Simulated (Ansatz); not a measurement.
## Li2O (Fm-3m) under pressure

```xyz
3
Lattice="2.2899 2.2899 0.0000 -2.2899 2.2899 0.0000 0.0000 2.2899 2.2899" Properties=species:S:1:pos:R:3 pbc="T T T"
Li   -1.1450    3.4349    1.1450
Li    1.1450    3.4349    1.1450
O     0.0000    0.0000    0.0000
```

This is the zero-pressure cell under PBEsol. Cell and atoms are relaxed by PAW (default files of Ansatz 0.2.0, cutoff 420 eV, stress met within about 0.05 GPa) at each pressure, in this structure whether or not another phase would take over; P is the pressure reached, less that of this cell. Levels come from PBEsol, all-electron LAPW in Ansatz 0.2.0, scalar-relativistic; k mesh 8×8×8, fixed occupations, basis error target 0.5 meV/atom. Conduction levels are in eV over the valence top (at Γ), at fixed fractional wave vectors. Zone-centre phonons come from finite displacements by PAW, without the LO-TO term.

```csv
P (GPa),V/V₀,X,Γ,L,T1u TO (cm⁻¹),T2g (cm⁻¹)
-1.98,1.0254,4.833,5.161,9.097,422.9,520.4
0.00,1.0000,4.879,5.346,9.261,443.5,535.0
2.00,0.9772,4.921,5.521,9.415,462.8,548.8
4.00,0.9567,4.959,5.685,9.557,480.9,561.7
6.99,?,?,?,?,?,?
10.00,0.9053,5.057,6.128,9.936,529.2,597.0
14.99,0.8708,5.124,6.454,10.208,564.5,623.0
```

**Question.** Fit the third-order Birch-Murnaghan equation to the rows shown.

**Answer.** With f = [(V₀/V)^(2/3) − 1]/2, the normalised pressure F = P/[3f(1 + 2f)^(5/2)] is 82.9 GPa at f = -0.0083, 82.7 GPa at f = 0.0078, 82.6 GPa at f = 0.0150, 82.3 GPa at f = 0.0343, 82.1 GPa at f = 0.0483. The line F = B₀[1 + (3/2)(B′ − 4)f] gives B₀ = 82.8 GPa and B′ = 3.9.

**Question.** What are the volume deformation potentials and pressure coefficients of these levels at zero pressure?

**Answer.** 

```csv
level,dE/dlnV (eV),dE/dP = −(dE/dlnV)/B₀ (meV/GPa),mean slope up to 2.0 GPa (meV/GPa)
X,-1.83,22.1,21.1
Γ,-7.49,90.4,87.5
L,-6.60,79.7,76.7
```

dE/dlnV is the slope of a cubic fit in ln V at V₀. The last column is read from two rows and shows how the slope bends with pressure.

**Question.** What mode Grüneisen parameters follow?

**Answer.** γ = −d ln ω/d ln V at V₀ from a quadratic fit in ln V: T1u 1.87, T2g 1.10.

**Question.** What belongs in the row at 6.99 GPa?

**Answer.** The fits give V/V₀ = 0.9294 and X = 5.011 eV. Computed: V/V₀ = 0.9293, X = 5.011, Γ = 5.915, L = 9.754, T1u TO (cm⁻¹) = 506.0, T2g (cm⁻¹) = 580.0.

Known limits: no other phase was computed; many crystals of this kind change structure within this range, and rows or crossings beyond such a change describe a metastable lattice; the frozen-core PAW files of the relaxations were fitted under PBE, their cores solved anew for this functional; semilocal gaps are low, and the spacing of valleys can be off by tenths of an eV; levels are read at fixed fractional k, so an edge that moves off these points is missed.
